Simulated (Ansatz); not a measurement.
Te2Mo in Ansatz: the effect of functional

Crystal: Te2Mo.

```
Te Mo
1.0
     6.33000    0.00000    0.00000
     0.00000    3.46900    0.00000
    -0.94679    0.00000   13.82762
Te Mo
8 4
Direct
  0.94370 0.75000 0.60450
  0.05630 0.25000 0.39550
  0.90300 0.25000 0.85140
  0.09700 0.75000 0.14860
  0.41120 0.75000 0.89550
  0.58880 0.25000 0.10450
  0.44320 0.25000 0.64840
  0.55680 0.75000 0.35160
  0.81670 0.75000 0.99260
  0.18330 0.25000 0.00740
  0.68190 0.25000 0.49340
  0.31810 0.75000 0.50660
```

Alike in all runs:

- Program: Ansatz 0.2.0
- Task: band structure
- Potentials or basis: Ansatz PAW
- Cutoff: 420 eV
- Density cutoff: 1680 eV
- k mesh: 3 × 6 × 2
- Occupations: fermi-dirac, width 0.05 eV
- Spin: no spin polarisation

Q: One run gave: pressure 8.6 GPa; largest force 0.52 eV/Å. Which functional did it use?
A. BLYP
B. LDA
C. PBEsol

A: A.

| functional | pressure (GPa) | largest force (eV/Å) |
| --- | --- | --- |
| LDA | -3.3 | 0.40 |
| PBEsol | -1.4 | 0.26 |
| BLYP | 8.6 | 0.52 |

Caveats: the PAW data sets come from PBE, with cores solved anew for the run's functional, which leaves a small shift of forces and pressure; the potentials were made for another functional, which shifts forces and pressure (some runs).

Not every run made on this cell is shown here.
